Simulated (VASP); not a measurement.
Here is a VASP 6.6.1 calculation.

The input INCAR:

```
PREC     = Accurate       # precision mode
ENCUT    = 900            # plane-wave cutoff, eV
EDIFF    = 1E-6           # SCF threshold, eV
ISMEAR   = 0              # smearing method
SIGMA    = 0.1            # smearing width, eV
LREAL    = False          # projectors in reciprocal space
LASPH    = True           # aspherical terms in the spheres
NELM     = 80             # most SCF steps
ALGO     = Fast           # electronic algorithm
ISIF     = 2              # what is computed and relaxed
LWAVE    = False          # write WAVECAR
LCHARG   = True           # write CHGCAR
GGA      = PS             # functional
LELF     = True           # ELF
LVHAR    = True         
NBANDS   = 12             # bands
```

Contents of KPOINTS:

```
Automatic mesh
0
Gamma
  18 18 18
```

Contents of POSCAR:

```
Au
1.0
    0.0000000000      2.0409900000      2.0409900000
    2.0409900000      0.0000000000      2.0409900000
    2.0409900000      2.0409900000      0.0000000000
Au
1
Direct
    1.0000000000      0.0000000000      1.0000000000
```

Potentials or basis: VASP PAW PBE potentials, release 64 (Au).

Command:

```console
$ cat potpaw_PBE.64/Au/POTCAR > POTCAR
$ mpirun -np 1 vasp_std > vasp.out
```

(1) Predict the pressure.

(2) Estimate the band gap on the k mesh.

Results:

(1) 0.1 GPa.

(2) none (metal or under the smearing width).

Caveat: the PAW data sets were made with another functional, which shifts forces and pressure a little.
